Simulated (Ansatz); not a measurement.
# ZnS: the cost of one run

Program: Ansatz 0.2.0. Level of theory: DFT PBE, scalar-relativistic, plane waves, PAW. These are calculated values, not measurements.

2 further runs of the same task are left out: 2 set aside as unsound or not needed.

## Step 1: The system as given

The structure is cubic, space group F-43m (No. 216). The conventional cell has a = 5.442 Å, b = 5.442 Å, c = 5.442 Å, α = 90.00°, β = 90.00°, γ = 90.00°. Around Zn (site symmetry -43m) lie 4 S at 2.36 Å. Around S (site symmetry -43m) lie 4 Zn at 2.36 Å.

As a file:

```cif
data_structure
_symmetry_space_group_name_H-M 'P 1'
_symmetry_Int_Tables_number 1
_cell_length_a 3.8483
_cell_length_b 3.8483
_cell_length_c 5.4423
_cell_angle_alpha 90.000
_cell_angle_beta 90.000
_cell_angle_gamma 90.000
_cell_volume 80.60
loop_
_atom_site_label
_atom_site_type_symbol
_atom_site_fract_x
_atom_site_fract_y
_atom_site_fract_z
_atom_site_occupancy
Zn1 Zn 0.00000 0.00000 0.00000 1
Zn2 Zn 0.50000 0.50000 0.50000 1
S1 S 0.50000 0.00000 0.75000 1
S2 S 0.00000 0.50000 0.25000 1
```

It goes back to an entry of the Materials Project.

The unstrained cell comes from an earlier run at this level (4 atoms, E(σ→0) -8445.4687 eV, gap 2.02 eV over the zone).

## Step 2: Strain -1.0 %

input.yaml

```yaml
crystal:
  lattice:
    - [2.6939428279, 2.6939428279, 0.0]
    - [-2.6939428279, 2.6939428279, 0.0]
    - [0.0, 0.0, 5.4749625956]
  atoms:
    - { symbol: Zn, position: [0.0, 0.0, 0.0] }
    - { symbol: Zn, position: [0.5, 0.5, 0.5] }
    - { symbol: S, position: [0.5, 0.0, 0.75] }
    - { symbol: S, position: [0.0, 0.5, 0.25] }
basis:
  ecutwfc: 420
kpoints:
  mp_grid: { grid: [8, 8, 6] }
hamiltonian:
  xc: pbe
scf:
  occupations: { method: gaussian, width: 0.02 }
output:
  forces: true
  stress: true
  eigenvalues: true
relax:
  adjacent_minimum: "off"
  f_tol: 0.008
  max_steps: 40
  cell: { stress_tol: 0.015, fix: [a, b, gamma] }
```

Started as:

```bash
$ ansatz run input.yaml --threads 1 --pin off --max-ram 2560MiB --backend cpu --events-out ev --progress --plain --runs-dir out
```

Q: Estimate wall time and peak memory on 1 thread of Arm Neoverse V1, shared host.

About 43 s, with a peak of 0.36 GiB.
